**Q:** In bcc aluminium the density of states climbs with energy, but not evenly. It drops just after -4.475 eV and has a maximum near 2 eV. Why does it climb at all?

Density of states of bcc aluminium, per one-atom cell of 16.12 Å³ and for both spins together, averaged over equal energy bins. Calculated with exciting (release sodium), all-electron LAPW+lo, LDA-HL functional, without spin polarisation or spin–orbit coupling, on a 12×12×12 k-point mesh with Gaussian smearing of 0.05 eV.

| energy from the Fermi level (eV) | density of states (states/eV) |
| --- | --- |
| -8.016 | 0.210 |
| -7.426 | 0.230 |
| -6.836 | 0.240 |
| -6.245 | 0.260 |
| -5.655 | 0.270 |
| -5.065 | 0.300 |
| -4.475 | 0.340 |
| -3.885 | 0.310 |
| -3.295 | 0.320 |
| -2.705 | 0.360 |
| -2.114 | 0.380 |
| -1.524 | 0.390 |
| -0.934 | 0.380 |
| -0.344 | 0.390 |
| 0.246 | 0.420 |
| 0.836 | 0.440 |
| 1.426 | 0.450 |
| 2.017 | 0.500 |
| 2.607 | 0.490 |
| 3.197 | 0.460 |
| 3.787 | 0.450 |
| 4.377 | 0.450 |
| 4.967 | 0.480 |
| 5.557 | 0.480 |

**A:** Start from the limit in which the lattice does nothing to the three outer electrons of each atom. Their energy then grows as $k^2$, where $k$ is the wave number, and the states up to a given energy fill a sphere whose volume grows as $k^3$. If $E$ is the energy above the band bottom and $W$ the occupied width, the sphere holds $3(E/W)^{3/2}$ electrons. The density of states is the slope of that count:

$$g(E)=\frac{9}{2W}\sqrt{\frac{E}{W}}$$

**Q:** The first row already has 0.210 states/eV. Is that the band bottom?

**A:** No, the band starts lower, at 11.22 eV below the Fermi level, so the table enters it partway up. Take the row at -5.065 eV as an example. It lies about 6.2 eV above the bottom, which gives

$$g\approx\frac{4.5}{11.22}\sqrt{\frac{6.2}{11.22}}\approx 0.30\ \text{states/eV},$$

and the table has 0.300.

**Q:** Does this hold beyond one row?

**A:** The output printed below uses the same law, but sets its height from the cell volume and a band mass taken from the band energies, with nothing fitted to the density of states. Up to -5.065 eV the computed values stay within 4% of it. Higher up most of them exceed it, by as much as 18%, while four fall slightly below it. The square root therefore explains the general rise, and the departures from it are where to look for the lattice.

**Q:** How can a weak lattice potential change the number of states at a given energy?

**A:** Follow the motion across one family of lattice planes. The motion along the planes is two-dimensional and has a constant density of states, so what matters is how far the wave number across the planes can reach at energy $E$. Without a potential this reach grows steadily. With one, the waves $k$ and $k-G$ mix near the zone face, where $G$ is the reciprocal vector of the planes, and a gap opens.

Just below the gap the band is pushed down and flattened, so a little energy buys much extra reach and states crowd together. Inside the gap the reach stands still while that of a free electron would go on growing. Above the gap it catches up. Each family of planes should therefore leave a bump, then a dip, then a recovery.

**Q:** Is that what happens near -4 eV?

**A:** The position fits. At the point N, the centre of a {110} zone face, the calculation has its gap between -4.32 and -3.87 eV. The bump lies at the lower edge and the drop follows at the upper one.

The size fits less well. Adding the planes treated in the output to the square-root law gives a fall of only 0.009 states/eV, against 0.03 in the table. Part of the step may be scatter from the finite mesh of $k$ points, which I have not tested.

**Q:** And the larger maximum, at 2.017 eV?

**A:** I attribute it to the next planes, {200}, which are first met at higher energy. Their coupling can be estimated from four higher states at N, which these planes split into two pairs. If the same coupling acts where the band first meets the {200} planes, the gap there runs from about 1.8 to 4.3 eV. It is much wider than the {110} gap, so its bump and dip spread over several rows.

The model then has its maximum in the same row as the table and a minimum near 4 eV, followed by a recovery. That supports the explanation without proving it. The coupling was borrowed from another point of the zone, and {110} planes also pass through the point where the {200} planes are first met, which the model ignores.

**Q:** How much better is the model with planes?

**A:** Over all rows its typical miss is 0.019 states/eV, against 0.026 for the square root alone. It gains in shape more than in height: from 2 eV upwards it lies below every computed value. From 3.197 eV upwards the plain square root is even closer in value in every row, although it has no minimum.

**Q:** There is also a shoulder around -2 eV, about 8% above the square root.

**A:** The model treats each family of planes separately, so it is least reliable where planes cross. At one such crossing of {110} planes the calculation has a double state at -2.07 eV, which may well cause the shoulder. That is a guess from a single $k$ point, and scatter from the mesh could matter here too.

**Q:** What of this matters for aluminium as a contact or interconnect?

**A:** States continue through the Fermi level without a gap, as a metallic conductor requires; the resistance also depends on how fast the electrons move and how often they scatter. Ordinary aluminium is fcc, with other lattice planes, so the bumps and dips here belong to the bcc crystal. The smooth rise depends mainly on the number of electrons and the volume they share.

The analysis program printed:

```
Density of states, states/eV:
     row  computed  square-root law  with lattice planes  computed over square-root law in percent
  -8.016      0.21            0.209               0.2149                                    0.4734
  -7.426      0.23           0.2274               0.2336                                     1.133
  -6.836      0.24           0.2445               0.2509                                    -1.822
  -6.245      0.26           0.2604               0.2674                                   -0.1533
  -5.655      0.27           0.2754               0.2832                                     -1.96
  -5.065       0.3           0.2896               0.2991                                     3.584
  -4.475      0.34           0.3032               0.3213                                     12.15
  -3.885      0.31           0.3162               0.3127                                    -1.946
  -3.295      0.32           0.3286                0.331                                    -2.622
  -2.705      0.36           0.3406               0.3457                                     5.688
  -2.114      0.38           0.3522               0.3588                                      7.88
  -1.524      0.39           0.3635               0.3714                                     7.299
  -0.934      0.38           0.3744               0.3838                                     1.506
  -0.344      0.39           0.3849               0.3963                                     1.313
   0.246      0.42           0.3952               0.4094                                     6.263
   0.836      0.44           0.4053               0.4241                                     8.565
   1.426      0.45           0.4151               0.4441                                     8.412
   2.017       0.5           0.4247               0.4722                                     17.74
   2.607      0.49            0.434               0.4535                                      12.9
   3.197      0.46           0.4432               0.4352                                     3.794
   3.787      0.45           0.4522               0.4173                                   -0.4784
   4.377      0.45            0.461               0.4197                                    -2.378
   4.967      0.48           0.4696               0.4479                                     2.215
   5.557      0.48           0.4781               0.4625                                    0.4016
Occupied band width in the calculation, eV: 11.22
Occupied width of three free electrons in this volume, eV: 11.89
Band mass from the N point, free-electron masses: 1.041
Mean ratio of computed density to the law with free mass: 1.103
Lower edge of the gap at N, eV from the Fermi level: -4.322
Upper edge of the gap at N, eV from the Fermi level: -3.867
Estimated lower edge at the {200} planes, eV from the Fermi level: 1.766
Estimated upper edge at the {200} planes, eV from the Fermi level: 4.303
Double state where {110} planes meet, eV from the Fermi level: -2.075
Step from the bump to the next row, computed, states/eV: -0.03
Same step in the model with planes, states/eV: -0.008662
Rms miss of the square-root law, states/eV: 0.02574
Rms miss of the model with planes, states/eV: 0.01866
Electrons in the occupied rows plus estimate for the part below the table: 2.971
```
